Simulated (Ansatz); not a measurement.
Crystal: Au.

```
CELL_PARAMETERS angstrom
2.90000 0.00000 0.00000
-1.45000 2.51147 0.00000
0.00000 0.00000 4.88000
ATOMIC_POSITIONS crystal
Au 0.66667 0.33333 0.25000
Au 0.33333 0.66667 0.75000
```

This isn't the form of Au at room conditions, which is fcc.

```yaml
Program: Ansatz 0.2.0
Task: relaxation of cell and atoms
Functional: HF
Potentials_or_basis: Ansatz PAW
Cutoff: "420 eV (not typed: the program's choice for these potentials)"
k_mesh: 6 × 6 × 3
Occupations: fermi-dirac, width 0.05 eV
Spin: no spin polarisation
```

At the start: volume 17.77 Å³/atom.

Problem. Where does the relaxation end?

Solution. It ends after 6 steps and the volume is 20.71 Å³/atom (+16.5 %); space group P6_3/mmc (No. 194, to 0.05 Å).

The path:
| step | energy change (eV) | largest force (eV/Å) | volume (Å³) |
| --- | --- | --- | --- |
| 1 | 0.0000 | 0.0000 | 35.54 |
| 2 | -0.2297 | 0.0000 | 39.43 |
| 3 | -0.2548 | 0.0000 | 40.68 |
| 4 | -0.2582 | 0.0000 | 41.31 |
| 5 | -0.2579 | 0.0000 | 41.42 |
| 6 | -0.2967 | 0.0000 | 41.42 |

Final structure:
```
Au
1.0
     2.98788    0.00000    0.00000
    -1.49394    2.58758    0.00000
     0.00000    0.00000    5.35752
Au
2
Cartesian
  1.4939 0.8625 1.3394
  0.0000 1.7251 4.0181
```

Caveat: the k mesh is coarse (spacing up to 0.43 Å⁻¹), so the values aren't converged, least of all with exact exchange; the volume moved by over 15 % at a fixed basis, so the end points are rough; the plane-wave basis is chosen anew once the cell has moved, so the energies of steps on either side of that aren't comparable; the pressure holds a Pulay correction of +0.8 GPa for the finite cutoff; the volume moved by +17 % from the deposited cell, more than functionals usually miss; the PAW data sets come from PBE, with cores solved anew for the run's functional, which leaves a small shift of forces and pressure.
